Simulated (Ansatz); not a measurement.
Crystal: Ga2O3.

```
Ga O
1.0
     6.10700   -1.51855    0.00000
     6.10700    1.51855    0.00000
    -1.38599    0.00000    5.63001
Ga O
4 6
Direct
  0.34134 0.34134 0.68598
  0.65866 0.65866 0.31402
  0.90950 0.90950 0.20540
  0.09050 0.09050 0.79460
  0.50410 0.50410 0.74340
  0.49590 0.49590 0.25660
  0.82670 0.82670 0.43680
  0.17330 0.17330 0.56320
  0.83550 0.83550 0.89020
  0.16450 0.16450 0.10980
```

```yaml
Program: Ansatz 0.2.0
Task: relaxation of cell and atoms
Functional: RPBE
Potentials_or_basis: Ansatz PAW
Cutoff: "420 eV (not typed: the program's choice for these potentials)"
k_mesh: 9 × 9 × 5
Occupations: fermi-dirac, width 0.05 eV
Spin: no spin polarisation
```

At the start: volume 10.44 Å³/atom.

Q: Where does the relaxation end?

A: It ends after 10 steps and the volume is 11.28 Å³/atom (+8.0 %); space group C2/m (No. 12, to 0.05 Å).

The path:
```
step  energy change (eV)  largest force (eV/Å)  volume (Å³)
   1              0.0000                0.3031       104.42
   2             -0.2515                0.1904       109.07
   3             -0.2963                0.0381       112.00
   4             -0.2963                0.0223       112.30
   5             -0.2966                0.0174       112.27
   6             -0.2966                0.0034       112.28
   7             -0.3443                0.0065       112.28
   8             -0.3434                0.0060       112.75
   9             -0.3433                0.0009       112.78
  10             -0.3453                0.0009       112.78
```

Final structure:
```
Ga O
1.0
     6.29746   -1.55444    0.01434
     6.29746    1.55444    0.01434
    -1.41600    0.00000    5.75735
Ga O
4 6
Direct
  0.34171 0.34171 0.68570
  0.65829 0.65829 0.31430
  0.91047 0.91047 0.20532
  0.08953 0.08953 0.79468
  0.50425 0.50425 0.74295
  0.49575 0.49575 0.25705
  0.82602 0.82602 0.43446
  0.17398 0.17398 0.56554
  0.83770 0.83770 0.89075
  0.16230 0.16230 0.10925
```

Caveat: the plane-wave basis is chosen anew once the cell has moved, so the energies of steps on either side of that aren't comparable; the pressure holds a Pulay correction of +0.6 GPa for the finite cutoff; the PAW data sets come from PBE, with cores solved anew for the run's functional, which leaves a small shift of forces and pressure.
